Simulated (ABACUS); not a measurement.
Crystal: BN.

```
N B
1.0
     2.56397    0.00000    0.00000
     1.28199    2.22046    0.00000
     1.28199    0.74015    2.09347
N B
1 1
Cartesian
  1.2820 0.7402 0.5234
  0.0000 0.0000 0.0000
```

The cell is a database's computed one.

| Item | Value |
| --- | --- |
| Program | ABACUS 3.10.1 |
| Task | relaxation of cell and atoms |
| Functional | rSCAN |
| Potentials or basis | SG15 ONCV 1.2 PBE |
| Cutoff | 1320 eV |
| Density cutoff | 5279 eV |
| Basis | plane waves |
| k mesh | 8 × 8 × 8 |
| Occupations | fermi-dirac, width 0.05 eV |
| Spin | no spin polarisation |

At the start: pressure -6.5 GPa; volume 5.96 Å³/atom.

How do energy, volume and symmetry change on relaxing?

Over 3 steps the energy falls by 2.1 meV/atom and the volume is 5.85 Å³/atom (-1.8 %); space group F-43m (No. 216, to 0.05 Å).

The path:
```
step  energy change (eV)  largest force (eV/Å)  pressure (GPa)  volume (Å³)
   1              0.0000                0.0000           -6.54        11.92
   2             -0.0022                0.0000           -4.64        11.86
   3             -0.0042                0.0000            0.08        11.71
```

Final structure:
```
N B
1.0
     2.54888    0.00000    0.00000
     1.27444    2.20739    0.00000
     1.27444    0.73580    2.08115
N B
1 1
Direct
  0.25000 0.25000 0.25000
  0.00000 0.00000 0.00000
```

Caveat: the potentials were made for another functional, which shifts forces and pressure.
